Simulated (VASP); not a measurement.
# Bi (Im-3m) in VASP: further runs, part 3 of 3

VASP 6.6.1. The steps go on from the part before.

## (5) Relaxation of the atoms, PBE

File INCAR:

```
ALGO = Fast
EDIFF = 1E-7
EDIFFG = -0.01
ENCUT = 600
GGA = PE
IBRION = 2
ISIF = 2
ISMEAR = 1
LASPH = T
LCHARG = F
LREAL = F
LWAVE = F
NELM = 80
NSW = 40
PREC = Accurate
SIGMA = 0.1
```

File KPOINTS:

```
k-points
0
Gamma
  14 14 14
```

File POSCAR:

```
Bi                                      
1.0
   -1.9898760952      1.9898760952      1.9898760952
    1.9898760952     -1.9898760952      1.9898760952
    1.9898760952      1.9898760952     -1.9898760952
  Bi            
     1
Direct
     0.0000000000000000    0.0000000000000000    0.0000000000000000
```

Potentials or basis: VASP PAW PBE potentials, release 64 (Bi_d).

On the command line:

```
$ cat potpaw_PBE.64/Bi_d/POTCAR > POTCAR
$ mpirun -np 1 vasp_std > vasp.out
```

OUTCAR:

```text
EDIFF = 1E-7
   EDIFFG = -0.01
   ENCUT = 600
   GGA = PE
   IBRION = 2
   ISIF = 2
   ISMEAR = 1
   LASPH = T
   LREAL = F
   NELM = 80
   NSW = 40
   PREC = Accurate

 ion  position               nearest neighbor table
   1  0.000  0.000  0.000-

  LATTYP: Found a body centered cubic cell.
 ALAT       =     3.9797521904

  Lattice vectors:

 A1 = (  -1.9898760952,   1.9898760952,   1.9898760952)
[... 520 lines left out ...]

 [... further k-points ...]

------------------------ aborting loop because EDIFF is reached ----------------------------------------

  FORCE on cell =-STRESS in cart. coord.  units (eV):
  Direction    XX          YY          ZZ          XY          YZ          ZX
  --------------------------------------------------------------------------------------
  -------------------------------------------------------------------------------------
  Total        0.0142367      0.0142367      0.0142367     -0.0000000     -0.0000000      0.0000000
  in kB        0.7237386      0.7237386      0.7237386     -0.0000000     -0.0000000      0.0000000
  external PRESSURE =       0.7237386 kB  Pullay stress =       0.0000000 kB

 VOLUME and BASIS-vectors are now :
 -----------------------------------------------------------------------------
  energy-cutoff  :      600.00
  volume of cell :       31.52
      direct lattice vectors                 reciprocal lattice vectors
    -1.989876095  1.989876095  1.989876095     0.000000000  0.251271927  0.251271927
     1.989876095 -1.989876095  1.989876095     0.251271927  0.000000000  0.251271927
     1.989876095  1.989876095 -1.989876095     0.251271927  0.251271927  0.000000000

 POSITION                                       TOTAL-FORCE (eV/Angst)
 -----------------------------------------------------------------------------------
      0.00000      0.00000      0.00000         0.000000     -0.000000      0.000000
 -----------------------------------------------------------------------------------
    total drift:                                0.000000     -0.000000     -0.000000

  FREE ENERGIE OF THE ION-ELECTRON SYSTEM (eV)
  ---------------------------------------------------
  free  energy   TOTEN  =        -3.7491830652 eV

  energy  without entropy=       -3.7484421302  energy(sigma->0) =       -3.74893609

 reached required accuracy - stopping structural energy minimisation
```

OSZICAR:

```text
N       E                     dE             d eps       ncg     rms          rms(c)
DAV:   1     0.109367663258E+03    0.10937E+03   -0.86841E+03  2294   0.172E+03
DAV:   2     0.184127561822E+01   -0.10753E+03   -0.10509E+03  2351   0.379E+02
DAV:   3    -0.361363854451E+01   -0.54549E+01   -0.53895E+01  2666   0.918E+01
DAV:   4    -0.374682253262E+01   -0.13318E+00   -0.13286E+00  2652   0.153E+01
DAV:   5    -0.375261105233E+01   -0.57885E-02   -0.57882E-02  2942   0.287E+00    0.458E-01
RMM:   6    -0.374918494401E+01    0.34261E-02   -0.79099E-03  2323   0.129E+00    0.282E-01
RMM:   7    -0.374899523002E+01    0.18971E-03   -0.76615E-03  2290   0.112E+00    0.817E-02
RMM:   8    -0.374912620498E+01   -0.13097E-03   -0.14209E-03  2475   0.695E-01    0.162E-02
RMM:   9    -0.374917445444E+01   -0.48249E-04   -0.53025E-04  2752   0.278E-01    0.123E-02
RMM:  10    -0.374917741727E+01   -0.29628E-05   -0.11116E-04  2399   0.192E-01    0.376E-03
RMM:  11    -0.374918243916E+01   -0.50219E-05   -0.63221E-05  2971   0.931E-02    0.174E-03
RMM:  12    -0.374918326458E+01   -0.82542E-06   -0.80472E-06  2928   0.348E-02    0.182E-03
RMM:  13    -0.374918346312E+01   -0.19853E-06   -0.16653E-06  2479   0.131E-02    0.193E-03
RMM:  14    -0.374918335201E+01    0.11110E-06   -0.31007E-07  1866   0.900E-03    0.206E-03
RMM:  15    -0.374918315595E+01    0.19606E-06   -0.41673E-07  2009   0.104E-02    0.435E-03
RMM:  16    -0.374918306521E+01    0.90743E-07   -0.12325E-07  1474   0.455E-03
   1 F= -.37491831E+01 E0= -.37489361E+01  d E =-.374918E+01
```

CONTCAR:

```text
Bi
   1.00000000000000
    -1.9898760952000001    1.9898760952000001    1.9898760952000001
     1.9898760952000001   -1.9898760952000001    1.9898760952000001
     1.9898760952000001    1.9898760952000001   -1.9898760952000001
  Bi
     1
Direct
     0.0000000000000000    0.0000000000000000    0.0000000000000000

  0.00000000E+00  0.00000000E+00  0.00000000E+00
```

Wall time 19 s (1 thread of Intel Xeon 6975P-C (Granite Rapids), shared host); peak memory 0.18 GiB.

What came out:

- Free energy: -3.7492 eV
- Pressure after relaxing: 0.1 GPa
- Band gap on the k mesh: none (metal or under the smearing width)

Final structure:
```yaml
crystal:
  lattice:
    - [-1.98988, 1.98988, 1.98988]
    - [1.98988, -1.98988, 1.98988]
    - [1.98988, 1.98988, -1.98988]
  atoms:
    - { symbol: Bi, position: [0.00000, 0.00000, 0.00000] }
```

Caveat: the relaxation stopped at its first step, so nothing moved; spin-orbit coupling is left out, which moves the levels of the heavy elements.

## (6) Relaxation of the atoms, PBE (a relaxed cell with its volume scaled by 1.02)

INCAR is that of step 5.

KPOINTS is that of step 5.

File POSCAR:

```
Bi                                      
1.0
   -2.0030544666      2.0030544666      2.0030544666
    2.0030544666     -2.0030544666      2.0030544666
    2.0030544666      2.0030544666     -2.0030544666
  Bi            
     1
Direct
     0.0000000000000000    0.0000000000000000    0.0000000000000000
```

Potentials or basis: VASP PAW PBE potentials, release 64 (Bi_d).

On the command line:

```
$ cat potpaw_PBE.64/Bi_d/POTCAR > POTCAR
$ mpirun -np 1 vasp_std > vasp.out
```

It took 21 s on 1 thread of Intel Xeon 6975P-C (Granite Rapids), shared host; peak memory 0.18 GiB.

The run converged. Its results:

```yaml
Free_energy: -3.7473 eV
Pressure_after_relaxing: -1.0 GPa
Band_gap_on_the_k_mesh: none (metal or under the smearing width)
```

Final structure:
```
CELL_PARAMETERS angstrom
-2.00305 2.00305 2.00305
2.00305 -2.00305 2.00305
2.00305 2.00305 -2.00305
ATOMIC_POSITIONS crystal
Bi 0.00000 0.00000 0.00000
```

Levels at points of the mesh, in eV from the Fermi level:
| k point | band 3 | band 4 | band 5 | band 6 | band 7 | band 8 | band 9 | band 10 | band 11 |
| --- | --- | --- | --- | --- | --- | --- | --- | --- | --- |
| (0.00, 0.00, 0.00) | -22.95 | -22.84 | -22.84 | -13.23 | 4.96 | 4.96 | 4.96 | 8.79 | 10.53 |
| (0.50, 0.00, 0.00) | -22.84 | -22.84 | -22.76 | -10.37 | -4.82 | 1.58 | 3.43 | 5.92 | 7.55 |
| (0.50, 0.50, 0.50) | -22.78 | -22.78 | -22.78 | -8.40 | -1.66 | -1.66 | -1.66 | 3.63 | 3.63 |

Caveat: the relaxation stopped at its first step, so nothing moved; spin-orbit coupling is left out, which moves the levels of the heavy elements.

## (7) The runs side by side

| cell | gap on the mesh (eV) | pressure (GPa) |
| --- | --- | --- |
| atoms relaxed from: a relaxed cell with its volume scaled by 0.94 | none | 3.7 |
| atoms relaxed from: a relaxed cell with its volume scaled by 0.96 | none | 2.4 |
| atoms relaxed from: a relaxed cell with its volume scaled by 0.98 | none | 1.2 |
| atoms relaxed | none | 0.1 |
| atoms relaxed from: a relaxed cell with its volume scaled by 1.02 | none | -1.0 |

Alike in all rows: task relaxation of the atoms; level PBE; potentials or basis VASP PAW PBE potentials, release 64 (Bi_d); no spin polarisation; k mesh 14 × 14 × 14; cutoff (eV) 600; smearing methfessel-paxton 0.1 eV.

Caveats: the relaxation stopped at its first step, so nothing moved; spin-orbit coupling is left out, which moves the levels of the heavy elements.

Absolute energies hang on the potentials; compare differences alone.
